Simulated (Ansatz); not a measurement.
**KBr in Ansatz: the effect of functional**

The system is KBr.

```
Br K
1.0
     0.00000    3.30000    3.30000
     3.30000    0.00000    3.30000
     3.30000    3.30000    0.00000
Br K
1 1
Direct
  0.50000 0.50000 0.50000
  0.00000 0.00000 0.00000
```

Alike in all runs:

| Quantity | Value |
| --- | --- |
| Program | Ansatz 0.2.0 |
| Task | single point |
| Potentials or basis | all-electron PAW datasets made for the crystal |
| k mesh | 6 × 6 × 6 |
| Occupations | fermi-dirac, width 0.05 eV |
| Spin | no spin polarisation |

```csv
functional,cutoff,gap on the mesh (eV),pressure (GPa)
PBE,200 eV (chosen from the basis error),?,?
HSE06,220 eV (chosen from the basis error),5.60,0.5
PBE0,220 eV (chosen from the basis error),6.32,0.4
```

Question: What does the run with functional PBE give?

Answer: gap on the mesh 4.44 eV; pressure 0.7 GPa.

